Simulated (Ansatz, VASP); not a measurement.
**BP in VASP and in Ansatz**

```
B P
1.0
     2.95143    0.00000    0.00000
     0.00000    2.95143    0.00000
     0.00000    0.00000    2.39742
B P
1 1
Direct
  0.00000 0.00000 0.50000
  0.50000 0.50000 0.50000
```

Alike in both runs: functional PBE; k mesh 18 × 18 × 22; occupations gaussian, width 0.1 eV; no spin polarisation.

Ansatz relaxed the structure, and its values are those at the end. VASP's run is a single point on that final structure, the one shown.

|  | VASP | Ansatz |
| --- | --- | --- |
| version | VASP 6.6.1 | Ansatz 0.2.0 |
| potentials or method | VASP PAW PBE potentials, release 64 (B, P) | scalar-relativistic, plane waves, PAW |
| plane-wave cutoff (eV) | 520 | 420 |
| valence electrons in the cell | 8 | 8 |

Ansatz gave:

| Property | Result |
| --- | --- |
| gap on the k mesh at the Fermi level (eV) | none |
| pressure (GPa) | 0.0 |

Q: Estimate VASP's values.

A: gap on the k mesh at the Fermi level (eV): none; pressure (GPa): -0.3.

A gap of «none» marks a metal or a gap that the smearing closes.
